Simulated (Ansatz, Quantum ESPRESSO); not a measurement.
**BN (zinc blende): bulk modulus from a few volumes**

How stiff is zinc blende BN under hydrostatic load? Each row scales the relaxed cell evenly and relaxes the atoms. The phase is followed to these pressures whether or not it stays the stable one.

Calculated with Ansatz 0.2.0, r2SCAN, PAW files of the set soft_1, cutoff 600 eV, Fermi–Dirac smearing 0.02 eV, k-mesh 13×13×13, no spin polarisation, no spin-orbit coupling.

Reference cell, relaxed at zero pressure with r2SCAN (F-43m): a = 2.5518 Å, b = 2.5518 Å, c = 2.5518 Å, α = 60.00°, β = 60.00°, γ = 60.00°.

```csv
atom,x,y,z
N,0.7500,0.7500,0.7500
B,0.0000,0.0000,0.0000
```

| V (Å³/atom) | V/V0 | P (GPa) | E − E0 (meV/atom) |
| --- | --- | --- | --- |
| 5.5222 | 0.9400 | 27.081 | 28.4 |
| 5.6396 | 0.9600 | 17.199 | 12.2 |
| 5.9921 | 1.0200 | −7.464 | 2.8 |
| 6.1096 | 1.0400 | −14.270 | 10.8 |
| 6.2271 | 1.0600 | −20.474 | 23.6 |

V0 = 5.8746 Å³ an atom, where the residual pressure P0 is +0.005 GPa. **Question.** Fit the Birch–Murnaghan law and give the pressure and the energy at V = 5.7571 Å³ an atom, a row left out above.

With the Eulerian strain f = ½[(V0/V)^(2/3) − 1] and F = (P − P0)/[3f(1 + 2f)^(5/2)], the third-order law is the line F = B0 + (3/2) B0 (B′ − 4) f.

```
       f  F (GPa)
 0.02105   386.72
 0.01380   388.13
−0.00656   392.38
−0.01290   393.63
−0.01905   394.85
```

A straight line through the 5 rows: the means are −0.000732 for f and 391.14 for F, Σ(Δx)² = 0.001203 and ΣΔxΔy = −0.2455, so the slope is −0.2455/0.001203 = −204.04 and the intercept 391.14 − (−204.04)(−0.000732) = 390.99.

Hence B0 = 391.0 GPa and B′ = 4 + (−204.0)/(1.5 × 391.0) = 3.65. For the withheld volume f = 0.00678, F = 389.61 GPa and P = 8.20 GPa. The run itself gives 8.20 GPa, so the estimate misses by 0.00 GPa, a rounding's worth.

Integrating the same law gives E − E0 = (9/2) B0 V0 f²[1 + (B′ − 4) f] + P0(V0 − V), with 1 GPa Å³ = 6.2415 meV: 3.0 meV an atom. The run itself gives 3.0 meV, so the estimate misses by 0.0 meV, a rounding's worth.

The same fit over all rows at other levels or in other programs gives B0 = 386 GPa with PBEsol (Quantum ESPRESSO, GBRV), 401 GPa with LDA (Quantum ESPRESSO, GBRV) and 385 GPa with PBEsol (Ansatz).

Measured bulk modulus: 395 GPa (arxiv:cond-mat/0702656), against 391 GPa here (−1 %).

The calculation is for a static lattice, while measurements hold thermal and zero-point motion.

[Logs are printed without paths, hosts, clocks, repeated set-up lines and the standing remarks that a program may print on its own settings, such as how far it seeks lower states.]
